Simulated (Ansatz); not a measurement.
# GdN (rocksalt): exact exchange against the cheap answer (a further series)

Aim: see how the gap and pressure of GdN (rocksalt) move with the amount and range of exact exchange, and what each run costs.

Computed with Ansatz 0.2.0 (DFT at several levels, plane waves, PAW, unless a step's input says otherwise).

1 further run of the same task is left out (set aside as unsound or not needed).

**1. Starting point**

Symmetry: Fm-3m, No. 225, cubic system. Conventional cell: a = 4.999 Å, b = 4.999 Å, c = 4.999 Å, α = 90.00°, β = 90.00°, γ = 90.00°. Gd (site symmetry m-3m) has 6 N at 2.50 Å as nearest neighbours. N (site symmetry m-3m) is surrounded by 6 Gd at 2.50 Å.

Structure file:

```
CELL_PARAMETERS angstrom
0.00000 2.49950 2.49950
2.49950 0.00000 2.49950
2.49950 2.49950 0.00000
ATOMIC_POSITIONS crystal
Gd 0.50000 0.50000 0.50000
N 0.00000 0.00000 0.00000
```

At PBE+U (U_eff = 6 eV on Gd 4f), an earlier run found 0.30 GPa for this cell of 15.616 Å³/atom (8×8×8 mesh), no gap, moments in the atoms' spheres Gd 6.94; N -0.14 μB.

All runs below keep this geometry.

Levels to run, all on a 6×6×6 mesh: PBE0; B3LYP; HSE06 form (fraction 0.45, screening 0.1 Å⁻¹). Hardware: 4 threads of Arm Neoverse V1, shared host.

An earlier series ran PBE with U = 6 eV on Gd 4f on this mesh: volume 15.616 Å³/atom, pressure 0.44 GPa, no gap, moments in the atoms' spheres Gd 6.93; N -0.14 μB.

**2. PBE0**

File input.yaml:

```yaml
crystal:
  lattice:
    - [0.0, 2.4994985661, 2.4994985661]
    - [2.4994985661, 0.0, 2.4994985661]
    - [2.4994985661, 2.4994985661, 0.0]
  atoms:
    - { symbol: Gd, position: [0.5, 0.5, 0.5], spin: 7.63 }
    - { symbol: "N", position: [0.0, 0.0, 0.0] }
basis:
  ecutwfc: 420
  ecutrho_ratio: 4
kpoints:
  mp_grid: { grid: [6, 6, 6] }
hamiltonian:
  xc: pbe0
scf:
  occupations: { method: gaussian, width: 0.05 }
  n_extra_bands: 13
output:
  forces: true
  stress: true
  eigenvalues: true
  populations: true
  hubbard: { sites: [{ species: Gd, l: f }] }
  dos: { projected: true, de: 0.02 }
magnetization:
  spin_polarized: true
checkpoint:
  read: start.run
  write: ck
  compress: false
  write_wavefunctions: false
  write_every: 100000
```

start.run holds the state of a PBE+U run on this cell.

On the command line:

```sh
$ ansatz run input.yaml --threads 4 --pin off --max-ram 6144MiB --backend cpu --events-out ev --progress --plain --runs-dir out
```

Standard output (excerpt; [...] marks lines left out):

```text
Warning: output.stress: scf.convergence.dr2_threshold = 1e-7 eV (the SCF's general default) is looser than the 2e-10 eV advised for a printed stress (1e-10 eV for each atom of the cell: 2). What an SCF threshold leaves in a stress goes as its square root, and in the free energy as the [...]
Warning: output.stress: scf.exx.energy_threshold = 1e-6 eV is looser than the 2e-8 eV advised for a stress under a hybrid functional (1e-8 eV for each atom of the cell: 2). Every SCF of the exchange loop can meet its threshold on dr2 while the loop round them stops early: no threshold on [...]
Warning: checkpoint.read: hamiltonian.xc differs: saved pbe, current pbe0; the SCF iterates under this deck's functional from the saved state
Warning: checkpoint.read: the saved state's DFT+U term is not this run's: `term`: saved present, current none. As far as this difference goes, the run starts from the state without its orbitals and occupation matrices. It converges under its own deck, and can end on the saved state's [...]
Warning: RAYON_NUM_THREADS=4 ignored (pool sized by the plan → 4); use --threads N
[...]
Per-site moments (μB) at R_I (Å): [(6.943782893793731, 1.0310431585162503), (-0.11583516559493723, 1.0310431585162503)]
Free energy (F): -9720.393326 eV
Frozen-core exchange: fock
[...]
E sigma→0 (E₀):  -9720.393326 eV
Fermi energy:    14.055988 eV
[...]
--- Forces (eV/Å), atoms counted from 1 ---
  atom   1  Gd     0.00000000    -0.00000000    -0.00000000
  atom   2  N     -0.00000000    -0.00000000     0.00000000
[...]
--- Stress (GPa, compression-positive) ---
       -1.795577      -0.000000      -0.000000
       -0.000000      -1.795577       0.000000
        0.000000       0.000000      -1.795577
  P = ⅓ Tr σ = -1.7956 GPa (-17.956 kbar)
--- Band table (eV; the first three rows and the last of 32) ---
[... band rows left out ...]
[...]
--- Löwdin populations: 2 sites ---
  site symbol       q [e]    m [muB]
     0     Gd     17.1667     7.1231
     1      N      5.7804    -0.1268
  spilling = 0.002299 (of n_electrons = 23.000000)
--- Occupation matrices: 1 shell (Löwdin-built; ε = 2.00e-2, provisional) ---
  Gd0 f_4F: site group Oh (m-3m)
  Gd0 f_4F up     Tr n = 6.9938  λ = 0.999 0.999 0.999 0.999 0.999 0.999 0.999  [7× z3 0.14 (T1u 0.43) T1u(0.43)]
  Gd0 f_4F dn     Tr n = 0.0557  λ = 0.000 0.005 0.005 0.005 0.014 0.014 0.014  [7× z3 0.14 (T1u 0.43) T1u(0.43)]
  Tr n, λ and their labels are of the run-group-symmetrised matrices; stabiliser: 48 of 96 elements of G0×{1,Θ} (closed), max defect 4.0e-15 at τ = 4.2e-3
```

It took 39 s on 4 threads of Arm Neoverse V1, shared host; peak memory 1.2 GiB.

In short: volume 15.616 Å³/atom, pressure -1.80 GPa, gap on the mesh 0.67 eV, moments in the atoms' spheres Gd 6.94; N -0.12 μB.

The density of states, summed over windows 1 eV wide (valence-band top at zero):

| from | to | up | down | Gd 4f | N 2p | Gd 5d |
| --- | --- | --- | --- | --- | --- | --- |
| -7 | -6 | 6.10 | 0.00 | 6.03 | 0.04 | 0.01 |
| -6 | -5 | 0.90 | 0.00 | 0.90 | 0.00 | 0.00 |
| -5 | -4 | 0.14 | 0.10 | 0.00 | 0.13 | 0.08 |
| -4 | -3 | 0.58 | 0.63 | 0.02 | 0.73 | 0.29 |
| -3 | -2 | 1.32 | 1.30 | 0.03 | 1.81 | 0.65 |
| -2 | -1 | 0.84 | 0.97 | 0.04 | 1.33 | 0.35 |
| -1 | 0 | 0.12 | 0.00 | 0.00 | 0.10 | 0.02 |
| 0 | 1 | 0.00 | 0.00 | 0.00 | 0.00 | 0.00 |
| 1 | 2 | 0.03 | 0.00 | 0.00 | 0.00 | 0.03 |
| 2 | 3 | 0.12 | 0.09 | 0.01 | 0.03 | 0.18 |
| 3 | 4 | 0.26 | 0.25 | 0.03 | 0.07 | 0.39 |

The projection uses the shells of the potentials' files: it has no valence p orbitals on Gd, so such weight is missing from the shares.

How the shells are filled (orbitals counted by the eigenvalues of the occupation matrices):

| shell | channel | electrons | over 0.8 | 0.2 to 0.8 | under 0.2 |
| --- | --- | --- | --- | --- | --- |
| Gd 4f (atom 1) | up | 6.99 | 7 | 0 | 0 |
| Gd 4f (atom 1) | down | 0.06 | 0 | 0 | 7 |

**3. B3LYP**

input.yaml: that of step 2 with these lines changed.

```diff
@@ -14,3 +14,3 @@
 hamiltonian:
-  xc: pbe0
+  xc: b3lyp
 scf:
```

start.run holds the state of a PBE+U run on this cell.

On the command line:

```sh
$ ansatz run input.yaml --threads 4 --pin off --max-ram 6144MiB --backend cpu --events-out ev --progress --plain --runs-dir out
```

Standard output:

```text
Warning: output.stress: scf.convergence.dr2_threshold = 1e-7 eV (the SCF's general default) is looser than the 2e-10 eV advised for a printed stress (1e-10 eV for each atom of the cell: 2). What an SCF threshold leaves in a stress goes as its square root, and in the free energy as the threshold itself, and one threshold admits the most on a small cell: of the crystals measured, under no hybrid functional and no lock of the moments, on runs that ended without the residual-converged pass, on stresses that held no estimate of that error, the worst erred by over 100 MPa in a component at 1e-7 eV an atom and by under 5 at 1e-10. Set scf.convergence.dr2_threshold to 2e-10 eV or tighter. The threshold is an SCF's pass mark: one that does not reach it within its budget of iterations ends unconverged, or closes short of it on a stop that the run arms, and scf.convergence.dr2_threshold's page says what that costs each kind of run
Warning: output.stress: scf.exx.energy_threshold = 1e-6 eV is looser than the 2e-8 eV advised for a stress under a hybrid functional (1e-8 eV for each atom of the cell: 2). Every SCF of the exchange loop can meet its threshold on dr2 while the loop round them stops early: no threshold on dr2 bounds what that leaves in the stress. Set scf.exx.energy_threshold to 2e-8 eV or tighter. The threshold is the loop's pass mark: a loop that does not reach it within its budget of cycles ends unconverged, and scf.exx.energy_threshold's page has the law
Warning: checkpoint.read: hamiltonian.xc differs: saved pbe, current b3lyp; the SCF iterates under this deck's functional from the saved state
Warning: checkpoint.read: the saved state's DFT+U term is not this run's: `term`: saved present, current none. As far as this difference goes, the run starts from the state without its orbitals and occupation matrices. It converges under its own deck, and can end on the saved state's solution where another lies lower in energy: compare its result with that of a run that reads no state
Warning: RAYON_NUM_THREADS=4 ignored (pool sized by the plan → 4); use --threads N
Gd: projections on atomic orbitals take those of the free atom [Kr 4d10] 4f7 5s2 5p6 5d1 6s2, of charge +0.00 (hamiltonian.pseudopotentials.projection_atoms); the dataset's partial waves leave at most 2.5e-4 of an orbital's norm unspanned inside its sphere
scf.n_extra_bands = 13 over 12 filled bands (N_el = 23.0): the run solves 25 bands
Engine: ansatz 0.2.0, aarch64-unknown-linux-gnu
Pseudopotentials: kind: paw
Pseudopotential: Gd, paw, valence charge 18, recommended cutoff 420 eV (normal), Gd.paw.azcp
Pseudopotential: N, paw, valence charge 5, recommended cutoff 420 eV (normal), N.paw.azcp
Functional definition: B3LYP
  parameter a0 = 0.2
  parameter ax = 0.72
  parameter ac = 0.81
  exchange = (1 - a0 - ax)*slater_x + ax*b88_x + a0*exact_x
  correlation = (1 - ac)*vwn_rpa_c + ac*lyp_c
Crystal: 2 atoms, lattice volume = 31.231 Å³
Basis set: ecut = 420 eV, 609 PW (Γ), exchange–correlation on 48×48×48 points (8 copies of the dense FFT grid, shifted against one another)
Bands: 25, of which v1, the nominal top of the filled ones, is band 12 counted from 1 (11 counted from 0)
Symmetry: 48 space group operations
Space group: Fm-3m (ITA 225), of the structure as read, at distance tolerance 3.1e-5 Å
Magnetic group: BNS 225.116 (UNI 1618), of the structure as read, at distance tolerance 3.1e-5 Å
k-points: 16 of 216
Non-local potential: Gd, projectors of the file, l = 0: 3, l = 1: 2, l = 2: 2, l = 3: 3
Non-local potential: N, projectors of the file, l = 0: 2, l = 1: 2, l = 2: 1
PAW form: soft (Blöchl's): semilocal exchange-correlation on the pseudo side does not see the compensation charge
PAW frozen core: Gd, regenerated for the run's functional, and the local potential with it (the file was generated under x = pbe(κ = 0.804, μ = 0.2195149727645171), c = pbe(β = 0.06672455060314922))
PAW frozen core: N, regenerated for the run's functional, and the local potential with it (the file was generated under x = pbe(κ = 0.804, μ = 0.2195149727645171), c = pbe(β = 0.06672455060314922))
PAW one-centre angular grid: Gd, 590 points (default); XC on 64 Gauss nodes
PAW one-centre angular grid: N, 110 points (default); XC on 64 Gauss nodes
Initial density: read from a saved state, or passed on in memory by an earlier SCF of this step, an earlier step, the calling program or the single point that the run made first
Starting moments: Σ|m| = 7.63 μB on 1 of 2 sites; this step starts from the density that it was given
Initial wavefunctions: pseudopotential atomic-orbital guess
Functional: x = 0.08 slater + 0.72 b88 + 0.2 exact, c = 0.19 vwn_rpa + 0.81 lyp
Frozen-core exchange: fock
iter 1 solved again at ethr=1.24e-3 eV; its pass at ethr=1.00e-1 eV (dr2=2.85e-1 eV) is discarded
SCF iter   1: F=—  HF=-9735.345895 eV  |F-HF|=—  |Δ(HF+E_count)|=         —  Δρ=1.67e-2 (↑1.67e-2 ↓1.07e-2)  dr2=2.90e-1  dr2_m=2.80e-3  M=7.000 μB ∫|m|=7.185 μB  β_m=0.30  ethr=1.24e-3  ⟨swp⟩=3.0  Hψ=3346  notcnv=0
preconditioner: auto → none  [insulator: Δε(μ)=0.291 eV  Ē_g=20.526 eV  σ=0.050 eV  W_gap=1.00  n_scr=14 (ndim 8)  ℏωp=30.4 eV  f_vac=0.000  D(μ)=0.00/eV (n_scr^D=0)]
iter 2 solved again at ethr=4.22e-5 eV; its pass at ethr=1.23e-3 eV (dr2=9.71e-3 eV) is discarded
SCF iter   2: F=—  HF=-9735.288102 eV  |F-HF|=—  |Δ(HF+E_count)|=   5.78e-2  Δρ=4.52e-3 (↑4.52e-3 ↓3.61e-3)  dr2=1.51e-2  dr2_m=1.13e-3  M=7.000 μB ∫|m|=7.196 μB  β_m=0.32  ethr=4.22e-5  ⟨swp⟩=3.1  Hψ=3326  notcnv=0
Mixer restart at iter 2: flushing history
SCF iter   3: F=—  HF=-9735.281275 eV  |F-HF|=—  |Δ(HF+E_count)|=   6.83e-3  Δρ=2.08e-3 (↑2.08e-3 ↓1.85e-3)  dr2=7.45e-3  dr2_m=4.38e-4  M=7.000 μB ∫|m|=7.194 μB  β_m=0.32  ethr=4.22e-5  ⟨swp⟩=3.1  Hψ=1937  notcnv=0
SCF iter   4: F=—  HF=-9735.280881 eV  |F-HF|=—  |Δ(HF+E_count)|=   3.93e-4  Δρ=1.53e-3 (↑1.13e-3 ↓1.53e-3)  dr2=4.99e-3  dr2_m=2.10e-4  M=7.000 μB ∫|m|=7.193 μB  β_m=0.47  ethr=8.93e-6  ⟨swp⟩=2.0  Hψ=1306  notcnv=0
SCF iter   5: F=—  HF=-9735.280934 eV  |F-HF|=—  |Δ(HF+E_count)|=   5.31e-5  Δρ=7.90e-4 (↑7.90e-4 ↓3.13e-4)  dr2=5.36e-3  dr2_m=5.56e-5  M=7.000 μB ∫|m|=7.188 μB  β_m=0.46  ethr=2.79e-6  ⟨swp⟩=3.0  Hψ=1502  notcnv=0
SCF iter   6: F=—  HF=-9735.280904 eV  |F-HF|=—  |Δ(HF+E_count)|=   3.08e-5  Δρ=3.45e-4 (↑1.17e-4 ↓3.45e-4)  dr2=4.38e-3  dr2_m=1.22e-5  M=7.000 μB ∫|m|=7.188 μB  β_m=0.48  ethr=1.34e-6  ⟨swp⟩=2.4  Hψ=1196  notcnv=0
SCF iter   7: F=—  HF=-9735.288834 eV  |F-HF|=—  |Δ(HF+E_count)|=   7.93e-3  Δρ=1.46e-3 (↑1.28e-3 ↓1.46e-3)  dr2=1.90e-3  dr2_m=7.65e-5  M=7.000 μB ∫|m|=7.189 μB  β_m=0.48  ethr=9.69e-8  ⟨swp⟩=4.7  Hψ=2471  notcnv=0
[... 3 lines left out ...]
SCF 1 stopped early in 10 iterations: F = -9735.288860 eV  dr2 = 4.46e-6
hybrid outer 1: dexx = +3.437e-2 eV, tail = 1.68e-4 eV
Initial density: handed on by an earlier stage of this run
Initial wavefunctions: those handed on with the density
Frozen-core exchange: fock
SCF iter   1: F=—  HF=-9735.289106 eV  |F-HF|=—  |Δ(HF+E_count)|=         —  Δρ=1.51e-4 (↑4.43e-5 ↓1.51e-4)  dr2=1.17e-5  dr2_m=9.54e-7  M=7.000 μB ∫|m|=7.185 μB  β_m=0.30  ethr=3.65e-6  ⟨swp⟩=2.3  Hψ=1619  notcnv=0
preconditioner: auto → none  [insulator: Δε(μ)=0.596 eV  Ē_g=20.426 eV  σ=0.050 eV  W_gap=1.00  n_scr=14 (ndim 8)  ℏωp=30.4 eV  f_vac=0.000  D(μ)=0.00/eV (n_scr^D=0)]
SCF iter   2: F=—  HF=-9735.289108 eV  |F-HF|=—  |Δ(HF+E_count)|=   2.52e-6  Δρ=5.90e-5 (↑5.90e-5 ↓5.51e-5)  dr2=9.49e-7  dr2_m=5.74e-7  M=7.000 μB ∫|m|=7.185 μB  β_m=0.59  ethr=4.87e-8  ⟨swp⟩=4.2  Hψ=1485  notcnv=0
SCF iter   3: F=—  HF=-9735.289108 eV  |F-HF|=—  |Δ(HF+E_count)|=   2.29e-7  Δρ=2.14e-5 (↑2.14e-5 ↓1.42e-5)  dr2=3.73e-7  dr2_m=8.10e-8  M=7.000 μB ∫|m|=7.185 μB  β_m=0.65  ethr=2.84e-9  ⟨swp⟩=3.8  Hψ=1569  notcnv=0
SCF iter   4: F=—  HF=-9735.289108 eV  |F-HF|=—  |Δ(HF+E_count)|=   1.35e-8  Δρ=5.43e-6 (↑5.43e-6 ↓2.47e-6)  dr2=3.62e-7  dr2_m=3.61e-9  M=7.000 μB ∫|m|=7.185 μB  β_m=0.83  ethr=1.59e-10  ⟨swp⟩=3.6  Hψ=2022  notcnv=0
SCF iter   5: F=—  HF=-9735.289111 eV  |F-HF|=—  |Δ(HF+E_count)|=   2.38e-6  Δρ=2.03e-5 (↑1.65e-5 ↓2.03e-5)  dr2=3.38e-8  dr2_m=9.40e-8  M=7.000 μB ∫|m|=7.184 μB  β_m=0.83  ethr=2.12e-11  ⟨swp⟩=4.2  Hψ=2231  notcnv=0
SCF iter   6: F=—  HF=-9735.289111 eV  |F-HF|=—  |Δ(HF+E_count)|=   4.82e-8  Δρ=2.43e-6 (↑2.43e-6 ↓2.20e-6)  dr2=3.27e-8  dr2_m=1.09e-9  M=7.000 μB ∫|m|=7.184 μB  β_m=0.90  ethr=2.12e-11  ⟨swp⟩=3.2  Hψ=1622  notcnv=0
SCF iter   7: F=—  HF=-9735.289111 eV  |F-HF|=—  |Δ(HF+E_count)|=   1.46e-7  Δρ=1.11e-5 (↑9.54e-6 ↓1.11e-5)  dr2=1.35e-9  dr2_m=3.03e-8  M=7.000 μB ∫|m|=7.184 μB  β_m=0.90  ethr=5.07e-12  ⟨swp⟩=4.5  Hψ=1839  notcnv=0
SCF iter   8: F=-9735.289111 eV  HF=-9735.289111 eV  |F-HF|=7.48e-10  |Δ(HF+E_count)|=   1.58e-8  Δρ=8.49e-7 (↑7.51e-7 ↓8.49e-7)  dr2=6.62e-10  dr2_m=1.29e-10  M=7.000 μB ∫|m|=7.183 μB  ethr=4.57e-12  ⟨swp⟩=4.0  Hψ=1538  notcnv=0
SCF 2 converged in 8 iterations: F = -9735.289111 eV  dr2 = 6.62e-10
  Residual-converged pass: ⟨swp⟩=2.3  Hψ=1005  notcnv=0  max |occ|·‖R‖ = 2.4e-6 eV (tolerance 2.4e-6 eV)  dr2=6.64e-10  dr2_m=1.30e-10  dr2_onsite=2.81e-9  max |Δocc| = 4.9e-29
hybrid outer 2: dexx = +3.668e-6 eV, tail = 1.10e-7 eV, Δε = 1.43e-2 eV (about 5.98e-4 eV left of the loop's levels)
Frozen-core exchange: fock
SCF iter   1: F=—  HF=-9735.289111 eV  |F-HF|=—  |Δ(HF+E_count)|=         —  Δρ=2.10e-6 (↑8.41e-7 ↓2.10e-6)  dr2=7.82e-10  dr2_m=3.91e-10  M=7.000 μB ∫|m|=7.183 μB  β_m=0.30  ethr=2.39e-9  ⟨swp⟩=2.3  Hψ=1617  notcnv=0
preconditioner: auto → none  [insulator: Δε(μ)=0.601 eV  Ē_g=20.426 eV  σ=0.050 eV  W_gap=1.00  n_scr=14 (ndim 8)  ℏωp=30.4 eV  f_vac=0.000  D(μ)=0.00/eV (n_scr^D=0)]
SCF iter   2: F=-9735.289111 eV  HF=-9735.289111 eV  |F-HF|=2.73e-11  |Δ(HF+E_count)|=   1.47e-9  Δρ=7.61e-7 (↑4.03e-7 ↓7.61e-7)  dr2=2.26e-10  dr2_m=4.54e-11  M=7.000 μB ∫|m|=7.183 μB  ethr=2.88e-12  ⟨swp⟩=4.5  Hψ=1800  notcnv=0
SCF 3 converged in 2 iterations: F = -9735.289111 eV  dr2 = 2.26e-10
  Residual-converged pass: ⟨swp⟩=1.6  Hψ=842  notcnv=0  max |occ|·‖R‖ = 2.4e-6 eV (tolerance 2.4e-6 eV)  dr2=2.26e-10  dr2_m=4.54e-11  dr2_onsite=4.21e-10  max |Δocc| = 5.9e-29
hybrid outer 3: dexx = +1.056e-9 eV, tail = 1.41e-9 eV, Δε = 1.43e-4 eV (about 3.83e-5 eV left of the loop's levels), ΔF = 1.79e-29 eV/Å (tail inf)
this state was not tested for a lower state beside it, because the functional holds exact exchange (a hybrid, or Hartree-Fock), whose exchange loop this test does not read (fock_operator); the stability check (scf.self_checks: high) cannot read this state: a pseudopotential is PAW: the check reads norm-conserving sets alone
hybrid SCF converged: 3 outer / 20 inner (+0 warm-up), last move |dexx| = 1.06e-9 eV, tail = 1.41e-9 eV
Magnetization: 7.0000 μB (15.0000 up, 8.0000 down)
Absolute magnetization: 7.1834 μB (∫|ρ↑−ρ↓|, with the PAW one-centre terms)
Spin contamination: 0.0138 ħ² per cell (⟨S²⟩ above its minimum at these occupations)
Per-site moments (μB) at R_I (Å): [(6.927497015950301, 1.0310431585162503), (-0.09013186729411495, 1.0310431585162503)]
Free energy (F): -9735.289111 eV
Frozen-core exchange: fock
Harris-Foulkes:  -9735.289111 eV  (|F-HF|=2.73e-11)
Internal energy: -9735.289111 eV  (E = F + TS)
E sigma→0 (E₀):  -9735.289111 eV
Fermi energy:    14.429798 eV
--- Per-component energies (eV) ---
  E_band       = 26.377438
  E_kinetic    = 534.900788
  E_local      = -1911.289466  (includes V_loc(G=0)·N_el)
  E_nonlocal   = 330.630679
  E_hartree    = 782.771485
  E_xc         = -240.908271
  E_vxc        = -269.255662  (∫ρ·V_xc dr)
  E_exx        = -65.107010  (= α·E_x^exact, valence–valence)
  E_paw        = -6579.720655  (= ΣΔE_a)
  E_vpaw       = -93.937876  (= ΣTr[D̂ρ^β])
  E_aug_tail   = 0.000093  (compensation charges beyond the density's cutoff)
  E_ewald      = -2587.082266
  E_core_change = 0.515512  (= ΣΔE_core)
  E_smearing   = -0.000000  (= −TS)
  E_closure    = -0.000000  (closes the sum)
  Σ components = -9735.289111   (vs F -9735.289111, Δ=1.82e-12)
--- Forces (eV/Å), atoms counted from 1 ---
  atom   1  Gd     0.00000000    -0.00000000     0.00000000
  atom   2  N     -0.00000000    -0.00000000    -0.00000000
  max |Σ_I F_I| component: 1.40e-29 eV/Å
--- Stress (GPa, compression-positive) ---
        2.494970      -0.000000       0.000000
        0.000000       2.494970      -0.000000
       -0.000000      -0.000000       2.494970
  P = ⅓ Tr σ = 2.4950 GPa (24.950 kbar)
--- Band table (eV; the first three rows and the last of 32) ---
  k-point 0 ↑: bands = ["-32.1335", "-8.1492", "-8.1492", "-8.1492", "-0.2032", "8.3444", "8.3444", "8.3444", "8.4358", "8.6314", "8.6314", "8.6314", "14.1291", "14.1291", "14.1291", "17.7834", "17.7834", "17.7834", "18.8526", "19.8471", "19.8471", "26.5312", "39.5932", "39.5932", "39.5932"]
  k-point 1 ↑: bands = ["-32.1099", "-8.4879", "-8.1718", "-8.1718", "0.2713", "8.3396", "8.3876", "8.3876", "8.4583", "8.5983", "8.5983", "8.6321", "12.5240", "13.1024", "13.1024", "18.1597", "18.5112", "18.5112", "20.3706", "21.3142", "21.3142", "28.1195", "35.2071", "36.4125", "36.4125"]
  k-point 2 ↑: bands = ["-32.0623", "-9.0843", "-8.2165", "-8.2165", "1.1704", "8.4066", "8.4935", "8.4935", "8.5110", "8.5513", "8.5513", "8.6337", "10.3878", "11.7243", "11.7243", "19.2898", "20.1697", "20.1697", "22.3805", "23.9300", "23.9300", "29.5103", "31.8985", "31.8985", "33.9207"]
  k-point 15 ↓: bands = ["-28.9060", "-6.7725", "-6.4248", "-6.3795", "0.5479", "11.7243", "12.4862", "12.5715", "17.2528", "19.2503", "19.5714", "19.6360", "19.7090", "19.7572", "19.9036", "20.3196", "21.8394", "23.1144", "24.2685", "24.8145", "27.4504", "28.5986", "31.3150", "32.9148", "35.9065"]
--- Löwdin populations: 2 sites ---
  site symbol       q [e]    m [muB]
     0     Gd     17.1594     7.0964
     1      N      5.7956    -0.0986
  spilling = 0.001955 (of n_electrons = 23.000000)
--- Occupation matrices: 1 shell (Löwdin-built; ε = 2.00e-2, provisional) ---
  Gd0 f_4F: site group Oh (m-3m)
  Gd0 f_4F up     Tr n = 6.9940  λ = 0.999 0.999 0.999 0.999 0.999 0.999 0.999  [7× z3 0.14 (T1u 0.43) T1u(0.43)]
  Gd0 f_4F dn     Tr n = 0.0652  λ = 0.000 0.006 0.006 0.006 0.016 0.016 0.016  [7× z3 0.14 (T1u 0.43) T1u(0.43)]
  Tr n, λ and their labels are of the run-group-symmetrised matrices; stabiliser: 48 of 96 elements of G0×{1,Θ} (closed), max defect 4.1e-15 at τ = 4.2e-3
```

Run time: 22 s. Hardware: 4 threads of Arm Neoverse V1, shared host; peak memory 1.1 GiB.

This gives: volume 15.616 Å³/atom, pressure 2.49 GPa, gap on the mesh 0.60 eV, moments in the atoms' spheres Gd 6.93; N -0.09 μB.

States per cell in windows of 1 eV (zero at the valence-band top), total and by projection:

| from | to | up | down | Gd 4f | N 2p | Gd 5d |
| --- | --- | --- | --- | --- | --- | --- |
| -7 | -6 | 0.00 | 0.00 | 0.00 | 0.00 | 0.00 |
| -6 | -5 | 7.00 | 0.00 | 6.92 | 0.05 | 0.01 |
| -5 | -4 | 0.05 | 0.03 | 0.00 | 0.04 | 0.03 |
| -4 | -3 | 0.57 | 0.59 | 0.03 | 0.69 | 0.30 |
| -3 | -2 | 1.13 | 1.14 | 0.04 | 1.55 | 0.56 |
| -2 | -1 | 1.09 | 1.23 | 0.06 | 1.69 | 0.47 |
| -1 | 0 | 0.17 | 0.00 | 0.00 | 0.14 | 0.02 |
| 0 | 1 | 0.00 | 0.00 | 0.00 | 0.00 | 0.00 |
| 1 | 2 | 0.04 | 0.01 | 0.00 | 0.00 | 0.05 |
| 2 | 3 | 0.14 | 0.14 | 0.01 | 0.03 | 0.23 |
| 3 | 4 | 0.29 | 0.39 | 0.10 | 0.08 | 0.48 |

The projection uses the shells of the potentials' files: it has no valence p orbitals on Gd, so such weight is missing from the shares.

The shells' filling, with natural orbitals sorted by occupation:

| shell | channel | electrons | over 0.8 | 0.2 to 0.8 | under 0.2 |
| --- | --- | --- | --- | --- | --- |
| Gd 4f (atom 1) | up | 6.99 | 7 | 0 | 0 |
| Gd 4f (atom 1) | down | 0.07 | 0 | 0 | 7 |

(Part 1 of 2 ends here.)
